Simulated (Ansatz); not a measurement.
# TaN: the cost of one run

Computed with Ansatz 0.2.0 (DFT PBE, scalar-relativistic, unless a step's input says otherwise).

## 1. The structure to begin with

Symmetry: P-62m, No. 189, hexagonal system. Conventional cell: a = 5.196 Å, b = 5.196 Å, c = 2.911 Å, α = 90.00°, β = 90.00°, γ = 120.00°. Ta (site symmetry -6) is surrounded by 6 N at 2.16 Å. Ta (site symmetry -62m) is surrounded by 3 N at 2.04 Å. N (site symmetry m2m) has 5 Ta at 2.04 to 2.16 Å as nearest neighbours.

Structure file:

```
Ta N
1.0
     5.19600    0.00000    0.00000
    -2.59800    4.49987    0.00000
     0.00000    0.00000    2.91100
Ta N
3 3
Direct
  0.33333 0.66667 0.50000
  0.66667 0.33333 0.50000
  0.00000 0.00000 0.00000
  0.39285 0.00000 0.00000
  0.60715 0.60715 0.00000
  0.00000 0.39285 0.00000
```

Atoms are numbered in the order of the input: Ta1, Ta2, Ta3, N4, N5, N6.

## 2. The deformed structure

Space group P-62m before, P-62m after.

## 3. Full-potential LAPW

File input.yaml:

```yaml
crystal:
  lattice:
    - [5.1960008669, 0.0, 0.0]
    - [-2.5980004334, 4.4998687488, 0.0]
    - [0.0, 0.0, 2.88189]
  atoms:
    - { symbol: Ta, position: [0.3333333333, 0.6666666667, 0.5] }
    - { symbol: Ta, position: [0.6666666667, 0.3333333333, 0.5] }
    - { symbol: Ta, position: [0.0, 0.0, 0.0] }
    - { symbol: "N", position: [0.39285, 0.0, 0.0] }
    - { symbol: "N", position: [0.60715, 0.60715, 0.0] }
    - { symbol: "N", position: [0.0, 0.39285, 0.0] }
kpoints:
  mp_grid: { grid: [6, 6, 9] }
  band_path:
    path:
      - [0.0, 0.0, 0.0]
      - [0.5, 0.0, 0.0]
      - [0.3333333333, 0.3333333333, 0.0]
      - [0.0, 0.0, 0.0]
      - [0.0, 0.0, 0.5]
      - [0.5, 0.0, 0.5]
      - [0.3333333333, 0.3333333333, 0.5]
      - [0.0, 0.0, 0.5]
      - [0.5, 0.0, 0.5]
    npoints: 5
scf:
  occupations: { method: fermi_dirac, width: 0.01 }
hamiltonian:
  xc: pbe
  pseudopotentials: { kind: all_electron, lapw: { basis_error: 0.001 } }
output:
  forces: true
  stress: true
  eigenvalues: true
```

On the command line:

```sh
ansatz run input.yaml --threads 2 --pin off --max-ram 6144MiB --backend cpu --events-out ev --progress --plain --runs-dir out
```

**Question.** How long does this run take on 2 threads of Arm Neoverse V1, shared host, and how much memory does it need?

About 3.5 min, with a peak of 0.88 GiB.
